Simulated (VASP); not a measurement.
# BP: relaxation of cell and atoms with PBEsol

The system is BP.

```
CELL_PARAMETERS angstrom
0.00000 2.26607 2.26607
2.26607 0.00000 2.26607
2.26607 2.26607 0.00000
ATOMIC_POSITIONS crystal
B 0.00000 0.00000 0.00000
P 0.75000 0.75000 0.75000
```

The cell is a database's computed one.

| Quantity | Value |
| --- | --- |
| Program | VASP 6.6.1 |
| Task | relaxation of cell and atoms |
| Functional | PBEsol |
| Potentials or basis | VASP PAW PBE potentials, release 64 (B_s, P) |
| Cutoff | 480 eV |
| k mesh | 10 × 10 × 10 |
| Occupations | gaussian, width 0.02 eV |
| Spin | no spin polarisation |
| Further INCAR settings | ALGO = Normal; EDIFF = 1e-07; IBRION = 2; EDIFFG = -0.005; NSW = 90; ISIF = 3 |

| Property | Result |
| --- | --- |
| Relaxed volume | 11.55 Å³/atom |
| Relaxed cell | a = 3.197 Å, b = 3.197 Å, c = 3.197 Å, α = 60.00°, β = 60.00°, γ = 60.00° |
| Space group after relaxing (to 0.05 Å) | F-43m (No. 216) |
| Energy gained by relaxing | 0.3 meV/atom |
| Ionic steps | 3 |
| Pressure after relaxing | 0.0 GPa |
| Band gap on the k mesh | 1.12 eV, indirect (least direct gap 3.37 eV) |

The path:
```csv
step,energy change (eV),largest force (eV/Å),pressure (GPa),volume (Å³)
1,0.0000,0.0000,-1.19,23.27
2,-0.0003,0.0000,0.93,22.98
3,-0.0006,0.0000,0.00,23.11
```

Final structure:
```
B P
1.0
     0.00000    2.26070    2.26070
     2.26070    0.00000    2.26070
     2.26070    2.26070    0.00000
B P
1 1
Direct
  0.00000 0.00000 0.00000
  0.75000 0.75000 0.75000
```

Levels at points of the mesh, in eV from the valence-band top:
```csv
k point,band 1,band 2,band 3,band 4,band 5,band 6,band 7,band 8
"(0.00, 0.00, 0.00)",-15.60,0.00,0.00,0.00,3.37,3.37,3.37,7.51
"(0.50, 0.00, 0.00)",-12.21,-9.18,-1.78,-1.78,3.80,4.66,4.66,9.96
"(0.50, 0.50, 0.00)",-10.66,-8.66,-4.19,-4.19,1.21,1.51,12.20,12.20
```

Wall time 10 s on 1 thread of Intel(R) Xeon(R) Platinum 8488C (Sapphire Rapids), on a shared host, peak memory 0.13 GiB.

Caveat: the PAW data sets were made with another functional, which shifts forces and pressure a little. A k mesh can miss the band edges.
